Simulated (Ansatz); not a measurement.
# TiTe2: the cost of one run

Method: DFT PBE, scalar-relativistic, plane waves, PAW, in Ansatz 0.2.0.

1 further run of the same task is left out (it didn't finish).

## (1) The structure to begin with

The structure is trigonal, space group P-3m1 (No. 164). The conventional cell has a = 3.824 Å, b = 3.824 Å, c = 6.718 Å, α = 90.00°, β = 90.00°, γ = 120.00°. Around Ti (site symmetry -3m) lie 6 Te at 2.77 Å. Te (site symmetry 3m) has 3 Ti at 2.77 Å as nearest neighbours.

As a file:

```cif
data_structure
_symmetry_space_group_name_H-M 'P 1'
_symmetry_Int_Tables_number 1
_cell_length_a 3.8242
_cell_length_b 3.8242
_cell_length_c 6.7183
_cell_angle_alpha 90.000
_cell_angle_beta 90.000
_cell_angle_gamma 120.000
_cell_volume 85.09
loop_
_atom_site_label
_atom_site_type_symbol
_atom_site_fract_x
_atom_site_fract_y
_atom_site_fract_z
_atom_site_occupancy
Ti1 Ti 0.00000 0.00000 0.00000 1
Te1 Te 0.66667 0.33333 0.74983 1
Te2 Te 0.33333 0.66667 0.25017 1
```

This is candidate A: structure listed in a database for this formula (P-3m1, No. 164).

(A quick probe on a coarse mesh, which set the mesh and smearing, is not shown.)

## (3) The relaxation (candidate A)

The input, input.yaml:

```yaml
crystal:
  lattice:
    - [3.824209235, 0.0, 0.0]
    - [-1.9121046175, 3.3118623469, 0.0]
    - [0.0, 0.0, 6.71825241]
  atoms:
    - { symbol: Ti, position: [0.0, 0.0, 0.0] }
    - { symbol: Te, position: [0.66666667, 0.33333333, 0.74983151] }
    - { symbol: Te, position: [0.33333333, 0.66666667, 0.25016849] }
basis:
  ecutwfc: 420
kpoints:
  mp_grid: { grid: [12, 12, 8] }
hamiltonian:
  xc: pbe
scf:
  occupations: { method: gaussian, width: 0.1 }
output:
  forces: true
  stress: true
  eigenvalues: true
  write_density: true
  write_potential: true
  elf: true
  volumetric_format: npy
relax:
  adjacent_minimum: "off"
  f_tol: 0.01
  max_steps: 80
  cell: { stress_tol: 0.05 }
```

On the command line:

```console
$ ansatz run input.yaml --threads 1 --pin off --max-ram 2560MiB --backend cpu --events-out ev --progress --plain --runs-dir out
```

Q: Estimate wall time and peak memory on 1 thread of Arm Neoverse V1, shared host.

About 2.8 min, with a peak of 0.54 GiB.
